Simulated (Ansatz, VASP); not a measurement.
## AlN: VASP beside Ansatz

```
CELL_PARAMETERS angstrom
3.12859 0.00000 0.00000
-1.56429 2.70944 0.00000
0.00000 0.00000 5.01696
ATOMIC_POSITIONS crystal
Al 0.66667 0.33333 0.49929
Al 0.33333 0.66667 0.99929
N 0.66667 0.33333 0.88071
N 0.33333 0.66667 0.38071
```

The cell is a database's computed one.

Alike in both runs: task single point; functional PBE; k mesh 6 × 6 × 4; occupations gaussian, width 0.1 eV; no spin polarisation.

|  | VASP | Ansatz |
| --- | --- | --- |
| version | VASP 6.6.1 | Ansatz 0.2.0 |
| potentials or method | VASP PAW PBE potentials, release 64 (Al, N) | scalar-relativistic, plane waves, PAW |
| plane-wave cutoff (eV) | 520 | 420 |
| valence electrons in the cell | 16 | 16 |

|  | VASP | Ansatz | Ansatz less VASP |
| --- | --- | --- | --- |
| gap on the k mesh at the Fermi level (eV) | 4.06 | 4.05 | -0.010 |
| least direct gap on the mesh (eV) | 4.06 | 4.05 | -0.010 |
| pressure (GPa) | 0.0 | 0.2 | +0.26 |
| largest component of the traceless stress (GPa) | 0.02 | 0.06 | +0.035 |

With one functional, cell and mesh, what is left measures potentials, basis and numerics.
